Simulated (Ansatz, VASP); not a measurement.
One calculation of NaHF2, two programs

```
Na H F
1.0
     1.73039    0.99904    4.55441
    -1.73039    0.99904    4.55441
     0.00000   -1.99809    4.55441
Na H F
1 1 2
Cartesian
  0.0000 0.0000 0.0000
  0.0000 0.0000 6.8316
  0.0000 0.0000 5.6911
  0.0000 0.0000 7.9721
```

Alike in both runs: functional PBEsol; k mesh 8 × 8 × 8; no spin polarisation.

Ansatz relaxed the structure, and its values are those at the end. VASP's run is a single point on that final structure, the one shown.

```csv
,VASP,Ansatz
version,VASP 6.6.1,Ansatz 0.2.0
potentials or method,"VASP PAW PBE potentials, release 64 (Na_pv, H, F), cutoff 520 eV","all-electron LAPW, scalar-relativistic"
occupations,"gaussian, width 0.01 eV",fixed
```

VASP gave:

* gap on the k mesh at the Fermi level (eV): 6.93
* pressure (GPa): 0.5
* rms of the force components (eV/Å): 0.023

Question: What did Ansatz give for the same quantities?

Answer: gap on the k mesh at the Fermi level (eV): 6.94; pressure (GPa): 0.6; rms of the force components (eV/Å): 0.000.

Ansatz ran all-electron here, so the differences hold the error of VASP's frozen core and of both bases.

Caveats: the PAW data sets were made with another functional, which shifts forces and pressure a little (VASP). As with any semilocal functional, this PBEsol gap is likely too small. A k mesh can miss the band edges.
